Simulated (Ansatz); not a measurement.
## La: which structure is lowest?

Level of theory: DFT, PBEsol, plane waves (420 eV) with PAW, scalar-relativistic in Ansatz. (PAW data from PBE, frozen cores regenerated.)

Each structure is relaxed within its own symmetry, so a high-lying one may be dynamically unstable.

```json
{"structure": "fcc", "ΔE (meV/atom)": "-1", "V (Å³/atom)": "34.00", "cell": "a = 5.142 Å", "magnetic state": "spin not included"}
{"structure": "dhcp", "ΔE (meV/atom)": "0", "V (Å³/atom)": "34.19", "cell": "a = 3.665 Å, c = 11.757 Å (c/a = 3.208)", "magnetic state": "spin not included"}
{"structure": "omega (AlB2-type)", "ΔE (meV/atom)": "31", "V (Å³/atom)": "34.24", "cell": "a = 5.806 Å, c = 3.518 Å (c/a = 0.606)", "magnetic state": "spin not included"}
{"structure": "hcp", "ΔE (meV/atom)": "37", "V (Å³/atom)": "34.68", "cell": "a = 3.660 Å, c = 5.979 Å (c/a = 1.634)", "magnetic state": "spin not included"}
{"structure": "A15", "ΔE (meV/atom)": "111", "V (Å³/atom)": "33.75", "cell": "a = 6.463 Å", "magnetic state": "spin not included"}
{"structure": "bcc", "ΔE (meV/atom)": "136", "V (Å³/atom)": "34.86", "cell": "a = 4.116 Å", "magnetic state": "spin not included"}
{"structure": "simple cubic", "ΔE (meV/atom)": "475", "V (Å³/atom)": "33.45", "cell": "a = 3.222 Å", "magnetic state": "spin not included"}
{"structure": "diamond", "ΔE (meV/atom)": "941", "V (Å³/atom)": "35.41", "cell": "a = 6.568 Å", "magnetic state": "spin not included"}
```

ΔE counts from dhcp.

Differences under about 8 meV lie within the error of the k-point mesh.
